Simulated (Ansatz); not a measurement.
# O started midway between two neighbours in cubic perovskite BaZrO3, 41 atoms, charge 0

All numbers come from Ansatz (PAW, plane waves, no spin–orbit coupling) at the single k point (¼, ¼, ¼) without its symmetry partners. The atoms were relaxed with PBEsol in a fixed cell; other functionals are single points on those atoms unless said otherwise. The valence top and gap of the host come from its small cell on a dense mesh, with the band extrema sought between the mesh points, lined up by the mean potential, PBEsol gap 3.17 eV, r²SCAN gap 3.78 eV.

Cell: a = 8.362 Å, b = 8.362 Å, c = 8.362 Å, α = 90.00°, β = 90.00°, γ = 90.00°.

Nearest atoms after relaxation, from the placed atom (for vacancies from the middle of the vacant sites): O at 1.45 Å, Zr at 2.24 Å, Zr at 2.24 Å, Ba at 2.63 Å, Ba at 2.63 Å, O at 2.66 Å, O at 2.67 Å, O at 2.97 Å.

Chemical potentials μ are those of reference phases of the elements at zero temperature by the same functional (the usual solids, diamond for C, grey Sn, and the molecules H2, N2, O2, F2, Cl2, Br2 and S8).

| functional | E(defect) − E(host) − Σ nμ + q·E_VBM (eV) | monopole (eV) | alignment (eV) | formation energy at E_F = VBM (eV) | moment (μB) | wall time, shared host |
| --- | --- | --- | --- | --- | --- | --- |
| PBEsol | 0.74 | 0.00 | 0.00 | 0.74 | 0 (no spin) | 43 s on 8 threads of Neoverse-V1 (relaxation) |
| r²SCAN | 1.10 | 0.00 | 0.00 | 1.10 | 0 (no spin) | 21 s on 8 threads of Neoverse-V1 |

r²SCAN one-electron levels near the gap (the ten most localised at most), from the host's valence top:

```
level (eV)  spin  filling  atoms sharing it  element of the atom with most weight
     -0.27  both     2.00              11.8                                     O
     -0.21  both     2.00              14.2                                spread
     -0.15  both     2.00              21.0                                spread
     -0.12  both     2.00              17.3                                spread
      0.12  both     2.00               6.4                                     O
```

All elements are taken at their own reference at once; growth conditions in equilibrium with the host shift these energies, by up to the host's formation enthalpy.

The ideal cubic host may itself distort, and that gain is in these energies.

One k point and a cell of this size can leave errors of several tenths of an eV in such numbers.
